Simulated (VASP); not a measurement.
# Ti2C (R-3m) in VASP: a series of runs, part 2 of 7

VASP 6.6.1. Earlier steps stand in the parts before.

**10. Equation of state, LDA, 12.80 Å³/atom**

Input file INCAR:

```
SYSTEM = Ti2C
  ADDGRID = .FALSE.
  ALGO = Normal
  EDIFF = 1E-6
  ENCUT = 400
  ISIF = 2
  ISMEAR = -1
  LASPH = .TRUE.
  LCHARG = .FALSE.
  LREAL = .FALSE.
  LWAVE = .FALSE.
  NELM = 100
  PREC = Accurate
  SIGMA = 0.15
```

Input file KPOINTS:

```
k-points
0
G
  6 6 6
  0 0 0
```

Input file POSCAR:

```
Ti2C
1.0
    1.5251345090      0.8805368193      4.7651425901
   -1.5251345090      0.8805368193      4.7651425901
    0.0000000000     -1.7610736387      4.7651425901
Ti C
2 1
Direct
    0.7545021700      0.7545021700      0.7545021700
    0.2454978300      0.2454978300      0.2454978300
    0.5000000000      0.5000000000      0.5000000000
```

Started as:

```bash
> cat potpaw_LDA.64/Ti_sv/POTCAR potpaw_LDA.64/C/POTCAR > POTCAR
> mpirun -np 1 vasp_std > vasp.out
```

Run time: 35 s. Hardware: 1 thread of Intel Xeon Platinum 8488C (Sapphire Rapids), shared host; peak memory 0.17 GiB.

These settings aren't checked as converged: the numbers below hold their error.

Results:

```yaml
Free_energy: -29.3865 eV
Largest_force: 0.014 eV/Å
Band_gap_on_the_k_mesh: none (metal or under the smearing width)
```

Caveat: the k mesh is coarse (spacing up to 0.40 Å⁻¹), so the values aren't converged; the cutoff is under 1.25 times the usual one of these potentials, so pressure, stress and relaxed cells hold a basis-set (Pulay) error.

**11. Equation of state, LDA, 13.59 Å³/atom**

INCAR is that of step 10.

KPOINTS is that of step 10.

Input file POSCAR:

```
Ti2C
1.0
    1.5559536106      0.8983302359      4.8614340401
   -1.5559536106      0.8983302359      4.8614340401
    0.0000000000     -1.7966604718      4.8614340401
Ti C
2 1
Direct
    0.7545021700      0.7545021700      0.7545021700
    0.2454978300      0.2454978300      0.2454978300
    0.5000000000      0.5000000000      0.5000000000
```

Started as:

```bash
> cat potpaw_LDA.64/Ti_sv/POTCAR potpaw_LDA.64/C/POTCAR > POTCAR
> mpirun -np 1 vasp_std > vasp.out
```

Run time: 30 s. Hardware: 1 thread of Intel Xeon Platinum 8488C (Sapphire Rapids), shared host; peak memory 0.17 GiB.

The run converged, but some of its settings lie outside the range that counts as converged, so its numbers aren't taken as properties of the crystal.

What came out:

| Item | Value |
| --- | --- |
| Free energy | -29.2689 eV |
| Largest force | 0.611 eV/Å |
| Band gap on the k mesh | none (metal or under the smearing width) |

Caveat: the k mesh is coarse (spacing up to 0.40 Å⁻¹), so the values aren't converged; the cutoff is under 1.25 times the usual one of these potentials, so pressure, stress and relaxed cells hold a basis-set (Pulay) error.

**12. Equation of state, LDA, 12.80 Å³/atom**

INCAR, as its differences from that of step 11:

```diff
@@ -4,3 +4,3 @@
   EDIFF = 1E-6
-  ENCUT = 400
+  ENCUT = 460
   ISIF = 2
```

KPOINTS is that of step 11.

Input file POSCAR:

```
Ti2C
1.0
    1.5251345090      0.8805368193      4.7651425901
   -1.5251345090      0.8805368193      4.7651425901
    0.0000000000     -1.7610736387      4.7651425901
Ti C
2 1
Direct
    0.7545021700      0.7545021700      0.7545021700
    0.2454978300      0.2454978300      0.2454978300
    0.5000000000      0.5000000000      0.5000000000
```

Potentials or basis: VASP PAW LDA potentials, release 64 (Ti_sv, C).

Started as:

```bash
> cat potpaw_LDA.64/Ti_sv/POTCAR potpaw_LDA.64/C/POTCAR > POTCAR
> mpirun -np 1 vasp_std > vasp.out
```

Run time: 32 s. Hardware: 1 thread of Intel Xeon Platinum 8488C (Sapphire Rapids), shared host; peak memory 0.17 GiB.

The run converged, but some of its settings lie outside the range that counts as converged, so its numbers aren't taken as properties of the crystal.

Results:

| Quantity | Value |
| --- | --- |
| Free energy | -29.3939 eV |
| Pressure | -3.1 GPa |
| Largest force | 0.009 eV/Å |
| Band gap on the k mesh | none (metal or under the smearing width) |

Caveat: the k mesh is coarse (spacing up to 0.40 Å⁻¹), so the values aren't converged; the cutoff is under 1.25 times the usual one of these potentials, so pressure, stress and relaxed cells hold a basis-set (Pulay) error.

**13. Equation of state, LDA, 13.59 Å³/atom**

INCAR is that of step 12.

KPOINTS is that of step 12.

Input file POSCAR:

```
Ti2C
1.0
    1.5559536106      0.8983302359      4.8614340401
   -1.5559536106      0.8983302359      4.8614340401
    0.0000000000     -1.7966604718      4.8614340401
Ti C
2 1
Direct
    0.7545021700      0.7545021700      0.7545021700
    0.2454978300      0.2454978300      0.2454978300
    0.5000000000      0.5000000000      0.5000000000
```

Started as:

```bash
> cat potpaw_LDA.64/Ti_sv/POTCAR potpaw_LDA.64/C/POTCAR > POTCAR
> mpirun -np 1 vasp_std > vasp.out
```

It took 30 s on 1 thread of Intel Xeon Platinum 8488C (Sapphire Rapids), shared host; peak memory 0.17 GiB.

The run converged, but some of its settings lie outside the range that counts as converged, so its numbers aren't taken as properties of the crystal.

Results:

```
Free energy            : -29.2737 eV
Pressure               : -13.3 GPa
Largest force          : 0.614 eV/Å
Band gap on the k mesh : none (metal or under the smearing width)
```

Caveat: the k mesh is coarse (spacing up to 0.40 Å⁻¹), so the values aren't converged; the cutoff is under 1.25 times the usual one of these potentials, so pressure, stress and relaxed cells hold a basis-set (Pulay) error.

**14. Equation of state, LDA, 12.80 Å³/atom**

INCAR, as its differences from that of step 13:

```diff
@@ -4,3 +4,3 @@
   EDIFF = 1E-6
-  ENCUT = 460
+  ENCUT = 340
   ISIF = 2
```

Input file KPOINTS:

```
k-points
0
G
  7 7 7
  0 0 0
```

Input file POSCAR:

```
Ti2C
1.0
    1.5251345090      0.8805368193      4.7651425901
   -1.5251345090      0.8805368193      4.7651425901
    0.0000000000     -1.7610736387      4.7651425901
Ti C
2 1
Direct
    0.7545021700      0.7545021700      0.7545021700
    0.2454978300      0.2454978300      0.2454978300
    0.5000000000      0.5000000000      0.5000000000
```

Started as:

```bash
> cat potpaw_LDA.64/Ti_sv/POTCAR potpaw_LDA.64/C/POTCAR > POTCAR
> mpirun -np 1 vasp_std > vasp.out
```

Run time: 20 s. Hardware: 1 thread of Intel Xeon Platinum 8488C (Sapphire Rapids), shared host; peak memory 0.15 GiB.

The run converged, but a check on its numbers failed (symmetry, net force, bounds or a known fault of this set-up), so they aren't taken as properties of the crystal.

Caveat: the cutoff lies under the usual one of these potentials, so the numbers hold a large basis-set error.

**15. Equation of state, LDA, 13.59 Å³/atom**

INCAR is that of step 14.

KPOINTS is that of step 14.

Input file POSCAR:

```
Ti2C
1.0
    1.5559536106      0.8983302359      4.8614340401
   -1.5559536106      0.8983302359      4.8614340401
    0.0000000000     -1.7966604718      4.8614340401
Ti C
2 1
Direct
    0.7545021700      0.7545021700      0.7545021700
    0.2454978300      0.2454978300      0.2454978300
    0.5000000000      0.5000000000      0.5000000000
```

Potentials or basis: VASP PAW LDA potentials, release 64 (Ti_sv, C).

Started as:

```bash
> cat potpaw_LDA.64/Ti_sv/POTCAR potpaw_LDA.64/C/POTCAR > POTCAR
> mpirun -np 1 vasp_std > vasp.out
```

Run time: 23 s. Hardware: 1 thread of Intel Xeon Platinum 8488C (Sapphire Rapids), shared host; peak memory 0.15 GiB.

The run converged, but a check on its numbers failed (symmetry, net force, bounds or a known fault of this set-up), so they aren't taken as properties of the crystal.

Caveat: the cutoff lies under the usual one of these potentials, so the numbers hold a large basis-set error.

**16. Equation of state, LDA, 12.80 Å³/atom**

INCAR, as its differences from that of step 15:

```diff
@@ -4,3 +4,3 @@
   EDIFF = 1E-6
-  ENCUT = 340
+  ENCUT = 520
   ISIF = 2
```

Input file KPOINTS:

```
k-points
0
G
  6 6 6
  0 0 0
```

Input file POSCAR:

```
Ti2C
1.0
    1.5251345090      0.8805368193      4.7651425901
   -1.5251345090      0.8805368193      4.7651425901
    0.0000000000     -1.7610736387      4.7651425901
Ti C
2 1
Direct
    0.7545021700      0.7545021700      0.7545021700
    0.2454978300      0.2454978300      0.2454978300
    0.5000000000      0.5000000000      0.5000000000
```

Started as:

```bash
> cat potpaw_LDA.64/Ti_sv/POTCAR potpaw_LDA.64/C/POTCAR > POTCAR
> mpirun -np 1 vasp_std > vasp.out
```

It took 43 s on 1 thread of Intel Xeon Platinum 8488C (Sapphire Rapids), shared host; peak memory 0.19 GiB.

The run converged, but some of its settings lie outside the range that counts as converged, so its numbers aren't taken as properties of the crystal.

Results:

* Free energy: -29.3935 eV
* Pressure: -2.8 GPa
* Largest force: 0.008 eV/Å
* Band gap on the k mesh: none (metal or under the smearing width)

Caveat: the k mesh is coarse (spacing up to 0.40 Å⁻¹), so the values aren't converged.

**17. Equation of state, LDA, 13.59 Å³/atom**

INCAR is that of step 16.

KPOINTS is that of step 16.

Input file POSCAR:

```
Ti2C
1.0
    1.5559536106      0.8983302359      4.8614340401
   -1.5559536106      0.8983302359      4.8614340401
    0.0000000000     -1.7966604718      4.8614340401
Ti C
2 1
Direct
    0.7545021700      0.7545021700      0.7545021700
    0.2454978300      0.2454978300      0.2454978300
    0.5000000000      0.5000000000      0.5000000000
```

Started as:

```bash
> cat potpaw_LDA.64/Ti_sv/POTCAR potpaw_LDA.64/C/POTCAR > POTCAR
> mpirun -np 1 vasp_std > vasp.out
```

It took 43 s on 1 thread of Intel Xeon Platinum 8488C (Sapphire Rapids), shared host; peak memory 0.2 GiB.

These settings aren't checked as converged: the numbers below hold their error.

What came out:

| Quantity | Value |
| --- | --- |
| Free energy | -29.2730 eV |
| Pressure | -13.1 GPa |
| Largest force | 0.615 eV/Å |
| Band gap on the k mesh | none (metal or under the smearing width) |

Caveat: the k mesh is coarse (spacing up to 0.40 Å⁻¹), so the values aren't converged.

**18. Equation of state, LDA, 12.80 Å³/atom**

INCAR, as its differences from that of step 17:

```diff
@@ -4,3 +4,3 @@
   EDIFF = 1E-6
-  ENCUT = 520
+  ENCUT = 400
   ISIF = 2
```

Input file KPOINTS:

```
k-points
0
G
  7 7 7
  0 0 0
```

Input file POSCAR:

```
Ti2C
1.0
    1.5251345090      0.8805368193      4.7651425901
   -1.5251345090      0.8805368193      4.7651425901
    0.0000000000     -1.7610736387      4.7651425901
Ti C
2 1
Direct
    0.7545021700      0.7545021700      0.7545021700
    0.2454978300      0.2454978300      0.2454978300
    0.5000000000      0.5000000000      0.5000000000
```

Potentials or basis: VASP PAW LDA potentials, release 64 (Ti_sv, C).

Started as:

```bash
> cat potpaw_LDA.64/Ti_sv/POTCAR potpaw_LDA.64/C/POTCAR > POTCAR
> mpirun -np 1 vasp_std > vasp.out
```

Wall time 35 s (1 thread of Intel Xeon Platinum 8488C (Sapphire Rapids), shared host); peak memory 0.17 GiB.

The run converged, but some of its settings lie outside the range that counts as converged, so its numbers aren't taken as properties of the crystal.

Results:

```
Free energy            : -29.3931 eV
Largest force          : 0.014 eV/Å
Band gap on the k mesh : none (metal or under the smearing width)
```

Caveat: the cutoff is under 1.25 times the usual one of these potentials, so pressure, stress and relaxed cells hold a basis-set (Pulay) error.

**19. Equation of state, LDA, 13.59 Å³/atom**

INCAR is that of step 18.

KPOINTS is that of step 18.

Input file POSCAR:

```
Ti2C
1.0
    1.5559536106      0.8983302359      4.8614340401
   -1.5559536106      0.8983302359      4.8614340401
    0.0000000000     -1.7966604718      4.8614340401
Ti C
2 1
Direct
    0.7545021700      0.7545021700      0.7545021700
    0.2454978300      0.2454978300      0.2454978300
    0.5000000000      0.5000000000      0.5000000000
```

Started as:

```bash
> cat potpaw_LDA.64/Ti_sv/POTCAR potpaw_LDA.64/C/POTCAR > POTCAR
> mpirun -np 1 vasp_std > vasp.out
```

Wall time 36 s (1 thread of Intel Xeon Platinum 8488C (Sapphire Rapids), shared host); peak memory 0.17 GiB.

These settings aren't checked as converged: the numbers below hold their error.

Results:

```yaml
Free_energy: -29.2741 eV
Largest_force: 0.613 eV/Å
Band_gap_on_the_k_mesh: none (metal or under the smearing width)
```

Caveat: the cutoff is under 1.25 times the usual one of these potentials, so pressure, stress and relaxed cells hold a basis-set (Pulay) error.

**20. Equation of state, LDA, 12.80 Å³/atom**

INCAR, as its differences from that of step 19:

```diff
@@ -4,3 +4,3 @@
   EDIFF = 1E-6
-  ENCUT = 400
+  ENCUT = 460
   ISIF = 2
```

KPOINTS is that of step 19.

Input file POSCAR:

```
Ti2C
1.0
    1.5251345090      0.8805368193      4.7651425901
   -1.5251345090      0.8805368193      4.7651425901
    0.0000000000     -1.7610736387      4.7651425901
Ti C
2 1
Direct
    0.7545021700      0.7545021700      0.7545021700
    0.2454978300      0.2454978300      0.2454978300
    0.5000000000      0.5000000000      0.5000000000
```

Started as:

```bash
> cat potpaw_LDA.64/Ti_sv/POTCAR potpaw_LDA.64/C/POTCAR > POTCAR
> mpirun -np 1 vasp_std > vasp.out
```

Wall time 39 s (1 thread of Intel Xeon Platinum 8488C (Sapphire Rapids), shared host); peak memory 0.17 GiB.

The run converged, but some of its settings lie outside the range that counts as converged, so its numbers aren't taken as properties of the crystal.

Results:

| Property | Result |
| --- | --- |
| Free energy | -29.4007 eV |
| Pressure | -3.2 GPa |
| Largest force | 0.008 eV/Å |
| Band gap on the k mesh | none (metal or under the smearing width) |

Caveat: the cutoff is under 1.25 times the usual one of these potentials, so pressure, stress and relaxed cells hold a basis-set (Pulay) error.

**21. Equation of state, LDA, 13.59 Å³/atom**

INCAR is that of step 20.

KPOINTS is that of step 20.

Input file POSCAR:

```
Ti2C
1.0
    1.5559536106      0.8983302359      4.8614340401
   -1.5559536106      0.8983302359      4.8614340401
    0.0000000000     -1.7966604718      4.8614340401
Ti C
2 1
Direct
    0.7545021700      0.7545021700      0.7545021700
    0.2454978300      0.2454978300      0.2454978300
    0.5000000000      0.5000000000      0.5000000000
```

Potentials or basis: VASP PAW LDA potentials, release 64 (Ti_sv, C).

Started as:

```bash
> cat potpaw_LDA.64/Ti_sv/POTCAR potpaw_LDA.64/C/POTCAR > POTCAR
> mpirun -np 1 vasp_std > vasp.out
```

Run time: 44 s. Hardware: 1 thread of Intel Xeon Platinum 8488C (Sapphire Rapids), shared host; peak memory 0.18 GiB.

The run converged, but some of its settings lie outside the range that counts as converged, so its numbers aren't taken as properties of the crystal.

What came out:

| Quantity | Value |
| --- | --- |
| Free energy | -29.2793 eV |
| Pressure | -13.3 GPa |
| Largest force | 0.616 eV/Å |
| Band gap on the k mesh | none (metal or under the smearing width) |

Caveat: the cutoff is under 1.25 times the usual one of these potentials, so pressure, stress and relaxed cells hold a basis-set (Pulay) error.

**22. Equation of state, LDA, 12.80 Å³/atom**

INCAR, as its differences from that of step 21:

```diff
@@ -4,3 +4,3 @@
   EDIFF = 1E-6
-  ENCUT = 460
+  ENCUT = 280
   ISIF = 2
```

Input file KPOINTS:

```
k-points
0
G
  9 9 9
  0 0 0
```

Input file POSCAR:

```
Ti2C
1.0
    1.5251345090      0.8805368193      4.7651425901
   -1.5251345090      0.8805368193      4.7651425901
    0.0000000000     -1.7610736387      4.7651425901
Ti C
2 1
Direct
    0.7545021700      0.7545021700      0.7545021700
    0.2454978300      0.2454978300      0.2454978300
    0.5000000000      0.5000000000      0.5000000000
```

Started as:

```bash
> cat potpaw_LDA.64/Ti_sv/POTCAR potpaw_LDA.64/C/POTCAR > POTCAR
> mpirun -np 1 vasp_std > vasp.out
```

Wall time 32 s (1 thread of Intel Xeon Platinum 8488C (Sapphire Rapids), shared host); peak memory 0.15 GiB.

The run converged, but a check on its numbers failed (symmetry, net force, bounds or a known fault of this set-up), so they aren't taken as properties of the crystal.

Caveat: the cutoff lies under the usual one of these potentials, so the numbers hold a large basis-set error.

**23. Equation of state, LDA, 13.59 Å³/atom**

INCAR is that of step 22.

KPOINTS is that of step 22.

Input file POSCAR:

```
Ti2C
1.0
    1.5559536106      0.8983302359      4.8614340401
   -1.5559536106      0.8983302359      4.8614340401
    0.0000000000     -1.7966604718      4.8614340401
Ti C
2 1
Direct
    0.7545021700      0.7545021700      0.7545021700
    0.2454978300      0.2454978300      0.2454978300
    0.5000000000      0.5000000000      0.5000000000
```

Started as:

```bash
> cat potpaw_LDA.64/Ti_sv/POTCAR potpaw_LDA.64/C/POTCAR > POTCAR
> mpirun -np 1 vasp_std > vasp.out
```

Wall time 30 s (1 thread of Intel Xeon Platinum 8488C (Sapphire Rapids), shared host); peak memory 0.15 GiB.

The run converged, but a check on its numbers failed (symmetry, net force, bounds or a known fault of this set-up), so they aren't taken as properties of the crystal.

Caveat: the cutoff lies under the usual one of these potentials, so the numbers hold a large basis-set error.

**24. Equation of state, LDA, 12.80 Å³/atom**

INCAR, as its differences from that of step 23:

```diff
@@ -4,3 +4,3 @@
   EDIFF = 1E-6
-  ENCUT = 280
+  ENCUT = 650
   ISIF = 2
```

Input file KPOINTS:

```
k-points
0
G
  6 6 6
  0 0 0
```

Input file POSCAR:

```
Ti2C
1.0
    1.5251345090      0.8805368193      4.7651425901
   -1.5251345090      0.8805368193      4.7651425901
    0.0000000000     -1.7610736387      4.7651425901
Ti C
2 1
Direct
    0.7545021700      0.7545021700      0.7545021700
    0.2454978300      0.2454978300      0.2454978300
    0.5000000000      0.5000000000      0.5000000000
```

Potentials or basis: VASP PAW LDA potentials, release 64 (Ti_sv, C).

Started as:

```bash
> cat potpaw_LDA.64/Ti_sv/POTCAR potpaw_LDA.64/C/POTCAR > POTCAR
> mpirun -np 1 vasp_std > vasp.out
```

Wall time 57 s (1 thread of Intel Xeon Platinum 8488C (Sapphire Rapids), shared host); peak memory 0.22 GiB.

These settings aren't checked as converged: the numbers below hold their error.

What came out:

```yaml
Free_energy: -29.3956 eV
Pressure: -3.0 GPa
Largest_force: 0.008 eV/Å
Band_gap_on_the_k_mesh: none (metal or under the smearing width)
```

Caveat: the k mesh is coarse (spacing up to 0.40 Å⁻¹), so the values aren't converged.

**25. Equation of state, LDA, 13.59 Å³/atom**

INCAR is that of step 24.

KPOINTS is that of step 24.

Input file POSCAR:

```
Ti2C
1.0
    1.5559536106      0.8983302359      4.8614340401
   -1.5559536106      0.8983302359      4.8614340401
    0.0000000000     -1.7966604718      4.8614340401
Ti C
2 1
Direct
    0.7545021700      0.7545021700      0.7545021700
    0.2454978300      0.2454978300      0.2454978300
    0.5000000000      0.5000000000      0.5000000000
```

Started as:

```bash
> cat potpaw_LDA.64/Ti_sv/POTCAR potpaw_LDA.64/C/POTCAR > POTCAR
> mpirun -np 1 vasp_std > vasp.out
```

Wall time 77 s (1 thread of Intel Xeon Platinum 8488C (Sapphire Rapids), shared host); peak memory 0.26 GiB.

The run converged, but some of its settings lie outside the range that counts as converged, so its numbers aren't taken as properties of the crystal.

What came out:

```
Free energy            : -29.2751 eV
Pressure               : -13.1 GPa
Largest force          : 0.614 eV/Å
Band gap on the k mesh : none (metal or under the smearing width)
```

Caveat: the k mesh is coarse (spacing up to 0.40 Å⁻¹), so the values aren't converged.

(Part 2 of 7 ends here.)
